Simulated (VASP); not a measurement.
Here is a VASP 6.6.1 calculation.

The input INCAR:

```
PREC = Accurate
ENCUT = 520
EDIFF = 1E-6
ISMEAR = 0
SIGMA = 0.01
LREAL = False
LASPH = True
NELM = 100
ALGO = Normal
ISIF = 2
LWAVE = False
LCHARG = False
GGA = PE
NBANDS = 16
```

The input KPOINTS:

```
regular mesh
0
Gamma
  8 8 8
```

Contents of POSCAR:

```
AgCl
1.0
    3.3955880419      0.0000000000      0.0000000000
    0.0000000000      3.3955880419      0.0000000000
    0.0000000000      0.0000000000      3.3955880419
Ag Cl
1 1
Direct
    0.0000000000      0.0000000000      0.0000000000
    0.5000000000      0.5000000000      0.5000000000
```

Potentials or basis: VASP PAW PBE potentials, release 64 (Ag, Cl).

Command:

```console
$ cat potpaw_PBE.64/Ag/POTCAR potpaw_PBE.64/Cl/POTCAR > POTCAR
$ mpirun -np 1 vasp_std > vasp.out
```

Question: Predict the pressure.

Answer: 1.5 GPa.

Question: What does it give for the band gap on the k mesh?

Answer: 0.58 eV, indirect (least direct gap 2.20 eV).

A k mesh can miss the band edges.
